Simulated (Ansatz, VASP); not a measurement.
Te2Mo: VASP beside Ansatz

```
CELL_PARAMETERS angstrom
3.51820 0.00000 0.00000
-1.75910 3.04685 0.00000
0.00000 0.00000 13.97360
ATOMIC_POSITIONS crystal
Te 0.66667 0.33333 0.37900
Te 0.33333 0.66667 0.87900
Te 0.66667 0.33333 0.12100
Te 0.33333 0.66667 0.62100
Mo 0.66667 0.33333 0.75000
Mo 0.33333 0.66667 0.25000
```

Alike in both runs: functional SVWN5; k mesh 9 × 9 × 2; occupations fermi-dirac, width 0.05 eV; no spin polarisation.

|  | VASP | Ansatz |
| --- | --- | --- |
| version | VASP 6.6.1 | Ansatz 0.2.0 |
| potentials or method | VASP PAW PBE potentials, release 64 (Te, Mo_sv) | Ansatz PAW |
| plane-wave cutoff (eV) | 520 | 420 |
| valence electrons in the cell | 52 | 92 |
| task | single point | band structure |

```csv
,VASP,Ansatz,Ansatz less VASP
gap on the k mesh at the Fermi level (eV),0.75,0.76,+0.008
least direct gap on the mesh (eV),1.03,1.03,+0.001
pressure (GPa),-2.8,-3.1,-0.26
largest component of the traceless stress (GPa),0.12,0.03,-0.092
rms of the force components (eV/Å),0.120,0.142,+0.0221
```

Atom by atom the forces differ by 0.022 eV/Å (rms over components). With one functional, cell and mesh, what is left measures potentials, basis and numerics. The two sets of potentials don't hold the same shells in valence.

Caveats: spin-orbit coupling is left out, which moves the levels of the heavy elements; the PAW data sets were made with another functional, which shifts forces and pressure a little (VASP); an odd mesh through Γ misses points on the zone boundary, where band edges often lie (VASP); the k mesh misses the band edges, so the gap on the mesh is wider than the one along the path (Ansatz); the PAW data sets come from PBE, with cores solved anew for the run's functional, which leaves a small shift of forces and pressure (Ansatz).
